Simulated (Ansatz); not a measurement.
TiO$_{2}$ squeezed and stretched

A database entry relaxed whole under r2SCAN (P4_2/mnm):

```yaml
crystal:
  lattice:
    - [4.59756, 0.00000, 0.00000]
    - [0.00000, 4.59756, 0.00000]
    - [0.00000, 0.00000, 2.95413]
  atoms:
    - { symbol: Ti, position: [0.00000, 0.00000, 0.00000] }
    - { symbol: Ti, position: [0.50000, 0.50000, 0.50000] }
    - { symbol: O, position: [0.30463, 0.30463, 0.00000] }
    - { symbol: O, position: [0.19537, 0.80463, 0.50000] }
    - { symbol: O, position: [0.69537, 0.69537, 0.00000] }
    - { symbol: O, position: [0.80463, 0.19537, 0.50000] }
```

The cell was scaled uniformly, its shape held, and the atoms relaxed at each volume with plane-wave PAW DFT (Ansatz 0.2.0; r2SCAN, 500 eV, 6×6×10 Γ-centred mesh, fermi-dirac occupations of width 0.020 eV; no spin, no spin-orbit coupling). One row is withheld.

```
volume (Å³/atom)  energy over the lowest (meV/atom)  pressure (GPa)  gap over mesh and path (eV)
           9.783                               31.3           17.03                        2.316
           9.991                                  ?               ?                            ?
          10.199                                3.2            5.06                        2.252
          10.407                                0.0            0.00                        2.225
          10.615                                3.0           -4.54                        2.199
          10.823                               11.6           -8.58                        2.177
          11.032                               25.1          -12.18                        2.158
```

Task: Fit the pressures of the other rows to the third-order Birch-Murnaghan form.

Result: With f = [(V₀/V)^(2/3) − 1]/2 and P = 3B₀f(1 + 2f)^(5/2)[1 + 3(B₀′ − 4)f/2], least squares gives V₀ = 10.41 Å³ an atom, B₀ = 239 GPa and B₀′ = 4.6; the rows miss the fit by 0.01 GPa. The slope of the energies differs from these pressures by less than 0.05 GPa.

Task: How does the gap move with volume?

Result: A parabola in ln(V/V₀) through the other rows has the slope dE_g/d ln V = -1.3 eV at V₀, so by B₀ the gap moves by +5 meV a GPa at this fixed shape: it widens under pressure.

Task: What does the withheld row hold?

Result: The fit gives 10.71 GPa at 9.991 Å³; the run gave 10.72 GPa and 13.4 meV an atom. Its gap is 2.283 eV, against 2.282 eV from the parabola.

Caveats: the shape of the cell was held, so B₀ is an upper bound where the axes differ in stiffness; 0 K, fixed nuclei; the symmetry was kept, and this need not be the phase that is stable at 0 K; one mesh for all volumes; r2SCAN gaps lie as a rule under measured ones; the slope of the gap can be off by tens of per cent, more where shallow d levels or spin-orbit coupling act on the edges; pressure is positive in compression.
